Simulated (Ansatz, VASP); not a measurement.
**Li in VASP and in Ansatz**

```
Li
1.0
     3.55460    0.00000    0.00000
    -1.77730    3.07837    0.00000
     0.00000    0.00000    5.60340
Li
3
Cartesian
  1.7773 1.0261 4.0623
  1.7773 1.0261 1.5411
  0.0000 0.0000 0.0000
```

Alike in both runs: task single point; functional PBE; k mesh 6 × 6 × 4; occupations gaussian, width 0.1 eV; no spin polarisation.

|  | VASP | Ansatz |
| --- | --- | --- |
| version | VASP 6.6.1 | Ansatz 0.2.0 |
| potentials or method | VASP PAW PBE potentials, release 64 (Li_sv) | scalar-relativistic, plane waves, PAW |
| plane-wave cutoff (eV) | 520 | 420 |
| valence electrons in the cell | 9 | 9 |

Ansatz gave:

```
gap on the k mesh at the Fermi level (eV) : none
rms of the force components (eV/Å)        : 0.190
```

**Question.** What did VASP give for the same quantities?

**Answer.** gap on the k mesh at the Fermi level (eV): none; rms of the force components (eV/Å): 0.192.

Atom by atom the forces differ by 0.002 eV/Å (rms over components). A gap of «none» marks a metal or a gap that the smearing closes.
